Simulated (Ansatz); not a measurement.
**Se: stress in a strained cell**

Se is deformed so: zz strain of -2 %. What stress and forces result, by LAPW, PAW and all-electron datasets made for the crystal?

Computed with Ansatz 0.2.0 (DFT LDA, scalar-relativistic, unless a step's input says otherwise).

## 1. Starting point

Symmetry: P3_121, No. 152, trigonal system. The conventional cell has a = 4.366 Å, b = 4.366 Å, c = 4.954 Å, α = 90.00°, β = 90.00°, γ = 120.00°. Se (site symmetry 2) is surrounded by 2 Se at 2.37 Å.

Coordinates:

```
CELL_PARAMETERS angstrom
4.36620 0.00000 0.00000
-2.18310 3.78124 0.00000
0.00000 0.00000 4.95360
ATOMIC_POSITIONS crystal
Se 0.22540 0.00000 0.33333
Se 0.00000 0.22540 0.66667
Se 0.77460 0.77460 0.00000
```

Atoms are numbered in the order of the input: Se1, Se2, Se3.

## 2. After the deformation

Space group P3_121 before, P3_121 after.

## 3. All-electron LAPW

input.yaml reads:

```yaml
crystal:
  lattice:
    - [4.3661999489, 0.0, 0.0]
    - [-2.1830999745, 3.7812400738, 0.0]
    - [0.0, 0.0, 4.854528]
  atoms:
    - { symbol: Se, position: [0.2254, 0.0, 0.3333333333] }
    - { symbol: Se, position: [0.0, 0.2254, 0.6666666667] }
    - { symbol: Se, position: [0.7746, 0.7746, 0.0] }
kpoints:
  mp_grid: { grid: [6, 6, 5] }
  band_path:
    path:
      - [0.0, 0.0, 0.0]
      - [0.5, 0.0, 0.0]
      - [0.3333333333, 0.3333333333, 0.0]
      - [0.0, 0.0, 0.0]
      - [0.0, 0.0, 0.5]
      - [0.5, 0.0, 0.5]
      - [0.3333333333, 0.3333333333, 0.5]
      - [0.0, 0.0, 0.5]
      - [0.5, 0.0, 0.5]
    npoints: 5
scf:
  occupations: { method: fermi_dirac, width: 0.03 }
hamiltonian:
  xc: lda
  pseudopotentials: { kind: all_electron, lapw: { basis_error: 0.0005 } }
output:
  forces: true
  stress: true
  eigenvalues: true
```

Command:

```
> ansatz run input.yaml --threads 1 --pin off --max-ram 4096MiB --backend cpu --events-out ev --progress --plain --runs-dir out
```

## 4. PAW on the default files

input.yaml reads:

```yaml
crystal:
  lattice:
    - [4.3661999489, 0.0, 0.0]
    - [-2.1830999745, 3.7812400738, 0.0]
    - [0.0, 0.0, 4.854528]
  atoms:
    - { symbol: Se, position: [0.2254, 0.0, 0.3333333333] }
    - { symbol: Se, position: [0.0, 0.2254, 0.6666666667] }
    - { symbol: Se, position: [0.7746, 0.7746, 0.0] }
kpoints:
  mp_grid: { grid: [6, 6, 5] }
scf:
  occupations: { method: fermi_dirac, width: 0.03 }
hamiltonian:
  xc: lda
  pseudopotentials: { kind: paw }
output:
  forces: true
  stress: true
  eigenvalues: true
  efg: { contact_densities: true }
```

## 5. Datasets made for this crystal

Edit input.yaml of step 4 so:

```diff
@@ -15,3 +15,3 @@
   xc: lda
-  pseudopotentials: { kind: paw }
+  pseudopotentials: { kind: all_electron, datasets: crystal }
 output:
```

(Steps that only read results are left out.)

Before running it: what results should come out? Wanted: pressure; largest shear or deviatoric stress.

**Answer**, as computed:

| quantity | value |
| --- | --- |
| pressure | LAPW 0.33, PAW 0.33, crystal datasets 0.33 GPa |
| largest shear or deviatoric stress (LAPW) | 1.86 GPa |

In words: The largest part of the stress beyond the pressure is 1.86 GPa in size, in the zz component; the atoms are carried along and not relaxed. No run of the undeformed cell stands beside it, so pressure and stress hold what the given cell had before the change, as far as its symmetry allows. PAW: stress within 0.01 GPa of LAPW, forces within 2 meV/Å. Crystal datasets: stress within 0.01 GPa of LAPW, forces within 1 meV/Å.
